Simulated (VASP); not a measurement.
# Sn (Immm) in VASP: notebook, part 2 of 2

VASP 6.6.1. Earlier steps stand in the parts before.

## 4. Single point, PBE (Sn replaced by Si, lengths x 0.879, strained and moved within the space group)

Contents of INCAR:

```
PREC = Accurate ; ENCUT = 520
EDIFF = 1E-6 ; ISMEAR = 0
SIGMA = 0.1 ; LREAL = False
LASPH = True ; NELM = 100
ALGO = Fast ; ISIF = 2
LWAVE = False ; LCHARG = False
GGA = PE ; NBANDS = 8
```

Contents of KPOINTS:

```
regular mesh
0
Gamma
  20 20 20
```

Contents of POSCAR:

```
Si
1.0
   -1.5208843317      1.5640548012      2.0598131348
    1.5208843317     -1.5640548012      2.0598131348
    1.5208843317      1.5640548012     -2.0598131348
Si
1
Direct
    0.0000000000      0.0000000000      0.0000000000
```

Potentials or basis: VASP PAW PBE potentials, release 64 (Si).

Launch:

```sh
cat potpaw_PBE.64/Si/POTCAR > POTCAR
mpirun -np 1 vasp_std > vasp.out
```

OUTCAR:

```text
PREC = Accurate
   ENCUT = 520
   EDIFF = 1E-6
   ISMEAR = 0
   LREAL = False
   LASPH = True
   NELM = 100
   ISIF = 2
   GGA = PE

 ion  position               nearest neighbor table
   1  0.000  0.000  0.000-

  LATTYP: Found a body centered orthorhombic cell.
 ALAT       =     3.0417686634
 B/A-ratio  =     1.0283851103
 C/A-ratio  =     1.3543522619

  Lattice vectors:

 A1 = (  -1.5208843317,   1.5640548012,   2.0598131348)
 A2 = (   1.5208843317,  -1.5640548012,   2.0598131348)
 A3 = (   1.5208843317,   1.5640548012,  -2.0598131348)

Analysis of symmetry for initial positions (statically):
=====================================================================
 Subroutine PRICEL returns:
 Original cell was already a primitive cell.

 Routine SETGRP: Setting up the symmetry group for a
 body centered orthorhombic supercell.

 Subroutine GETGRP returns: Found  8 space group operations
 (whereof  8 operations were pure point group operations)
 out of a pool of  8 trial point group operations.

[... 162 lines left out ...]
 E-fermi :   6.5643     XC(G=0): -10.0002

 val. band max:        6.5632998476   @ k =   0.5000   0.3500  -0.0000
 cond. band min:       6.5677226063   @ k =  -0.4500   0.4500   0.2500
 fundamental gap:      0.0044227587
 Fermi energy:         6.5642869635

 k-point     1 :       0.0000    0.0000    0.0000
  band No.  band energies     occupation
      1      -5.3300      2.00000
      2      14.2763      0.00000
      3      14.4676      0.00000
      4      14.8072      0.00000
      5      16.9283      0.00000
      6      17.6260      0.00000
      7      17.8475      0.00000
      8      21.9042      0.00000
[... 243 lines left out ...]
 k-point    24 :      -0.4000    0.0500    0.0000
  band No.  band energies     occupation
      1      -2.0109      2.00000
      2       3.6414      2.00000
      3      12.3578      0.00000
      4      12.8945      0.00000
      5      16.3753      0.00000
      6      17.3077      0.00000
      7      18.1969      0.00000
      8      22.1971      0.00000

 [... further k-points ...]

------------------------ aborting loop because EDIFF is reached ----------------------------------------

  FORCE on cell =-STRESS in cart. coord.  units (eV):
  Direction    XX          YY          ZZ          XY          YZ          ZX
  --------------------------------------------------------------------------------------
  -------------------------------------------------------------------------------------
  Total       -1.6041489     -1.6536531     -1.7060353      0.0000000      0.0000000      0.0000000
  in kB     -131.1352011   -135.1820463   -139.4641613      0.0000000      0.0000000      0.0000000
  external PRESSURE =    -135.2604696 kB  Pullay stress =       0.0000000 kB

 VOLUME and BASIS-vectors are now :
 -----------------------------------------------------------------------------
  energy-cutoff  :      520.00
  volume of cell :       19.60
      direct lattice vectors                 reciprocal lattice vectors
    -1.520884332  1.564054801  2.059813135     0.000000000  0.319681893  0.242740466
     1.520884332 -1.564054801  2.059813135     0.328756099  0.000000000  0.242740466
     1.520884332  1.564054801 -2.059813135     0.328756099  0.319681893  0.000000000

 POSITION                                       TOTAL-FORCE (eV/Angst)
 -----------------------------------------------------------------------------------
      0.00000      0.00000      0.00000        -0.000000      0.000000      0.000000
 -----------------------------------------------------------------------------------
    total drift:                                0.000000     -0.000000      0.000000

  FREE ENERGIE OF THE ION-ELECTRON SYSTEM (eV)
  ---------------------------------------------------
  free  energy   TOTEN  =        -4.6124873099 eV

  energy  without entropy=       -4.6097578927  energy(sigma->0) =       -4.61112260
```

OSZICAR:

```text
N       E                     dE             d eps       ncg     rms          rms(c)
DAV:   1    -0.211222855297E+01   -0.21122E+01   -0.16442E+03 19232   0.368E+02
DAV:   2    -0.460817641232E+01   -0.24959E+01   -0.23846E+01 27920   0.283E+01
DAV:   3    -0.462655671720E+01   -0.18380E-01   -0.18364E-01 21648   0.251E+00
DAV:   4    -0.462658429907E+01   -0.27582E-04   -0.27582E-04 31056   0.108E-01
DAV:   5    -0.462658430608E+01   -0.70043E-08   -0.67792E-08 21720   0.106E-03    0.149E+00
RMM:   6    -0.461725620366E+01    0.93281E-02   -0.29752E-03 18674   0.276E-01    0.831E-01
RMM:   7    -0.461244165007E+01    0.48146E-02   -0.68321E-03 19270   0.426E-01    0.101E-01
RMM:   8    -0.461248353704E+01   -0.41887E-04   -0.36628E-04 20323   0.140E-01    0.298E-02
RMM:   9    -0.461248806237E+01   -0.45253E-05   -0.46490E-05 21438   0.497E-02    0.195E-02
RMM:  10    -0.461248730991E+01    0.75246E-06   -0.56474E-06 22165   0.190E-02
   1 F= -.46124873E+01 E0= -.46111226E+01  d E =-.272942E-02
```

stdout:

```text
POSCAR found type information on POSCAR Si
 POSCAR found :  1 types and       1 ions
 scaLAPACK will be used
 LDA part: xc-table for (Slater+PW92), standard interpolation
 POSCAR, INCAR and KPOINTS ok, starting setup
 FFT: planning ... GRIDC
 FFT: planning ... GRID_SOFT
 FFT: planning ... GRID
 WAVECAR not read
 entering main loop
```

Run time: 96 s. Hardware: 1 thread of Intel Xeon Platinum 8259CL at 2.50GHz (Skylake/Cascade Lake), shared host; peak memory 0.26 GiB.

Results:

```yaml
Free_energy: -4.6125 eV
Pressure: -13.5 GPa
Band_gap_on_the_k_mesh: none (metal or under the smearing width)
```

Stress tensor (GPa, compression positive):
```
-13.11   0.00   0.00
  0.00 -13.52   0.00
  0.00   0.00 -13.95
```

## 5. Overview

```tsv
potentials or basis	cell	k mesh	further INCAR settings	gap on the mesh (eV)	pressure (GPa)
VASP PAW PBE potentials, release 64 (Sn_d)	strained and moved within the space group	16 × 16 × 16	ALGO = Fast; EDIFF = 1e-06; NBANDS = 13	none	-4.0
VASP PAW PBE potentials, release 64 (Sn_d)	strained and moved within a subgroup	16 × 16 × 16	ALGO = Fast; EDIFF = 1e-06; NBANDS = 13	none	-4.8
VASP PAW PBE potentials, release 64 (Si)	Sn replaced by Si, lengths x 0.879, strained and moved within the space group	20 × 20 × 20	ALGO = Fast; EDIFF = 1e-06; NBANDS = 8	none	-13.5
```

Alike in all rows: task single point; level PBE; no spin polarisation; cutoff (eV) 520; smearing gaussian 0.1 eV.

Absolute energies hang on the potentials; compare differences alone.
